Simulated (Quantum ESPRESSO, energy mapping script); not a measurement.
**MnS (Browneite): exchange against U, a fit and a prediction**

The largest fitted coupling of MnS (Browneite) was obtained at several values of U. Fit a simple law to all rows but one, and predict the row left out.

Program: Quantum ESPRESSO 7.5. Level of theory: PBE+U; plane waves, U on orthogonalised atomic orbitals unless named otherwise, collinear spin, no spin–orbit coupling. Results are calculated unless marked as measured.

## Step 1: Set-up

It takes space group F-43m (No. 216, cubic). The conventional cell has a = 5.600 Å, b = 5.600 Å, c = 5.600 Å, α = 90.00°, β = 90.00°, γ = 90.00°. Mn has 4 S at 2.42 Å nearest. Nearest to S lie 4 Mn at 2.42 Å. Farther neighbours and most contacts between anions are not listed.

As a file:

```cif
data_structure
_symmetry_space_group_name_H-M 'F-43m'
_symmetry_Int_Tables_number 216
_cell_length_a 5.6000
_cell_length_b 5.6000
_cell_length_c 5.6000
_cell_angle_alpha 90.000
_cell_angle_beta 90.000
_cell_angle_gamma 90.000
_cell_volume 175.62
loop_
_atom_site_label
_atom_site_type_symbol
_atom_site_symmetry_multiplicity
_atom_site_Wyckoff_symbol
_atom_site_fract_x
_atom_site_fract_y
_atom_site_fract_z
_atom_site_occupancy
Mn1 Mn 4 a 0.00000 0.00000 0.00000 1
S1 S 4 d 0.25000 0.25000 0.75000 1
```

The potential files are GBRV's for PBE; pw.x takes the functional from them.

## Step 2: One run of the series

pw.in reads:

```
&control
  calculation = 'scf'
  prefix = 'pw'
  outdir = './tmp/'
  pseudo_dir = './pseudo/'
  verbosity = 'low'
/
&system
  ibrav = 0
  nat = 4
  ntyp = 3
  ecutwfc = 45
  ecutrho = 360
  nbnd = 33
  occupations = 'smearing'
  smearing = 'fd'
  degauss = 0.00367493
  nspin = 2
  starting_magnetization(1) = 0.3000
  starting_magnetization(2) = -0.3000
/
&electrons
  conv_thr = 1.0e-08
  electron_maxstep = 120
  mixing_beta = 0.3
  mixing_mode = 'plain'
/
ATOMIC_SPECIES
  Mn1 54.9380 Mn.upf
  Mn2 54.9380 Mn.upf
  S 32.0600 S.upf
CELL_PARAMETERS angstrom
  0.00000000 -2.80000000 -2.80000000
  0.00000000 2.80000000 -2.80000000
  5.60000000 0.00000000 0.00000000
ATOMIC_POSITIONS crystal
  Mn1 0.50000000 0.50000000 0.50000000
  Mn2 0.00000000 0.00000000 0.00000000
  S 0.00000000 0.50000000 0.75000000
  S 0.50000000 0.00000000 0.25000000
K_POINTS automatic
  5 5 4 0 0 0
HUBBARD {ortho-atomic}
U Mn1-3d 1
U Mn2-3d 1
```

The run is started by

```console
$ OMP_NUM_THREADS=1 mpirun -n 4 pw.x -nk 4 -in pw.in > pw.out
```

The log of the run:

```text
Program PWSCF v.7.5 starts
[...]
unit-cell volume          =     592.5578 (a.u.)^3
     number of atoms/cell      =            4
[...]
number of electrons       =        42.00
     number of Kohn-Sham states=           33
     kinetic-energy cutoff     =      45.0000  Ry
     charge density cutoff     =     360.0000  Ry
     scf convergence threshold =      1.0E-08
[...]
xc contribution           =     -70.33177509 Ry
     ewald contribution        =    -253.43760863 Ry
     Hubbard energy            =       0.03745215 Ry
     total magnetization       =     0.00 Bohr mag/cell
     absolute magnetization    =     9.25 Bohr mag/cell
     convergence has been achieved in  13 iterations
=------------------------------------------------------------------------------=
   JOB DONE.
=------------------------------------------------------------------------------=
[key lines of the parts left out:]
!    total energy              =    -470.76173858 Ry
the Fermi energy is     7.3350 ev
```

The job ended after 25 s (4 MPI ranks of Arm Neoverse V1, shared host; peak memory 0.62 GiB).

At each step 3 orders with opposed moments are measured from the parallel order and fitted to E = −Σ J e·e over ordered pairs of unit vectors. The series follows the Mn–Mn pairs, 3.96 Å apart in the run shown.

## Step 3: The series

| U (eV) | J (meV) | largest moment (μB) | J with one more shell (meV) |
| --- | --- | --- | --- |
| 1 | -14 | 4.25 | -14.6 |
| 2 | -10.8 | 4.29 | -11.1 |
| 3 | -8.35 | 4.33 | -8.61 |
| 5 | ? | ? | ? |
| 6 | -4.02 | 4.42 | -4.08 |
| 7 | -3.16 | 4.44 | -3.18 |

J comes from the fit that keeps an equation to spare; the last column shows the longer fit to the same energies.

Wanted: J at U = 5.

## Step 4: The fit

The simplest form of superexchange, t²/(U + Δ), with Δ an offset, makes 1/|J| a straight line in U. Fitted as straight lines, ln|J| holds these rows better than 1/|J|, so take it as an empirical form: ln|J| = a + b U.

| x | y | x − x̄ | y − ȳ | fit |
| --- | --- | --- | --- | --- |
| 1 | 2.639 | -2.8 | 0.703 | 2.629 |
| 2 | 2.380 | -1.80 | 0.443 | 2.382 |
| 3 | 2.122 | -0.800 | 0.186 | 2.134 |
| 6 | 1.391 | 2.2 | -0.545 | 1.392 |
| 7 | 1.151 | 3.2 | -0.786 | 1.145 |

With x̄ = 3.8 and ȳ = 1.937, least squares gives b = Σ(x − x̄)(y − ȳ)/Σ(x − x̄)² = -0.2473 and a = ȳ − b x̄ = 2.876. At x = 5 the line gives y = 1.640, so J = -5.15 meV.

## Step 5: Results

```json
{
 "J predicted by the fit": "-5.15 meV",
 "J of the withheld step": "-5.12 meV"
}
```

**Reading.** The fit predicts -5.15 meV and the withheld step gave -5.12 meV, a miss of 0.03 meV. The line holds the rows used within 2 % of the largest J. J shrinks by a factor of 1.28 for each eV of U on average over this range. The series was picked because its coupling changes steadily.

[Logs and program files are shortened in this print: banners, set-up blocks, solver, clock and traceback lines can be left out without a mark of their own.]

[Logs are printed without paths, hosts, clocks, repeated set-up lines and the standing remarks that a program may print on its own settings, such as how far it seeks lower states.]

[Hosts, paths, dates, database ids (printed as entryN), source tags and the programs' standing remarks are cut or masked in the printed files.]

[Where a cell is said to come from a database of computed structures, the database is the Materials Project.]
